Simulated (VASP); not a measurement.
**BeS in VASP: one cell, several levels of theory**

The task here is to estimate one member of a computed series from the others.

The runs shown are made with VASP 6.6.1. PAW datasets, plane waves. No spin polarisation and no zero-point or thermal motion.

### The structure to begin with

The cell comes from an earlier relaxation with r2SCAN in another program.

It is cubic, F-43m (No. 216); a = 4.869 Å in the conventional setting, 14.43 Å³ an atom. Be has 4 S at 2.11 Å; S has 4 Be at 2.11 Å.

Structure file:

```xyz
2
Lattice="0.0000 2.4343 2.4343 2.4343 0.0000 2.4343 2.4343 2.4343 0.0000" Properties=species:S:1:pos:R:3 pbc="T T T"
Be    0.0000    0.0000    0.0000
S     1.2172    1.2172    1.2172
```

The first run:

The input, INCAR:

```
ENCUT = 520.000000
SIGMA = 0.020000
EDIFF = 1.00e-07
GGA = PE
PREC = Accurate
IBRION = -1
ISIF = 2
ISMEAR = -1
NBANDS = 11
NELM = 120
NSW = 0
LASPH = .TRUE.
LCHARG = .FALSE.
LWAVE = .FALSE.
LREAL = .FALSE.
```

The input, KPOINTS:

```
KPOINTS created by Atomic Simulation Environment
0
Gamma
10 10 10
0 0 0
```

The input, KPOINTS_OPT:

```
special points
7
Reciprocal
0.0000000000 0.0000000000 0.0000000000 1
0.5000000000 0.0000000000 0.5000000000 1
0.5000000000 0.2500000000 0.7500000000 1
0.3750000000 0.3750000000 0.7500000000 1
0.5000000000 0.5000000000 0.5000000000 1
0.6250000000 0.2500000000 0.6250000000 1
0.0375000000 0.0375000000 0.0750000000 1
```

The input, POSCAR:

```
Be S
 1.0000000000000000
     0.0000000000000000    2.4343062285926913    2.4343062285926913
     2.4343062285926913    0.0000000000000000    2.4343062285926913
     2.4343062285926913    2.4343062285926913    0.0000000000000000
 Be  S
   1   1
Cartesian
  0.0000000000000000  0.0000000000000000 -0.0000000000000000
  1.2171531142963457  1.2171531142963457  1.2171531142963457
```

The run uses the recommended PBE PAW datasets (8 valence electrons a neutral cell).

Run with:

```sh
> mpirun -np 1 vasp_std
```

Steps of the session up to this table: Single point with PBE; r2SCAN; LDA at this geometry; Single point with PBEsol; Linear response to a field, PBE.

One table of the session follows, with a row left open; its other results are not shown here.

```
 level  gap (eV)  pressure (GPa)  Ansatz: gap (eV)  Ansatz: pressure (GPa)
   PBE      3.14            0.44              3.14                    0.43
r2SCAN      3.60            0.27              3.59                    0.00
   LDA         ?               ?                 ?                       ?
PBEsol      2.95           -1.63              2.95                   -1.78
```

Q: Estimate the row for LDA from the others.

The run gave: gap (eV): 2.93; pressure (GPa): -4.18; Ansatz: gap (eV): 2.92; Ansatz: pressure (GPa): -4.21. In the column «gap (eV)» it is the lowest.

The pressure is highest with PBE (0.4 GPa) and lowest with LDA (-4.2 GPa), which orders the cells that they would relax to. The two programs agree on the gap within 0.02 eV, far less than the spread between functionals. A mean ε∞ of 5.3 means a refractive index near 2.30 below the gap. Ansatz refines its mesh for the response by itself, so the meshes differ. Each program uses its own PAW datasets and cutoff. LDA means the Perdew–Zunger form in VASP and the Perdew–Wang form in Ansatz.
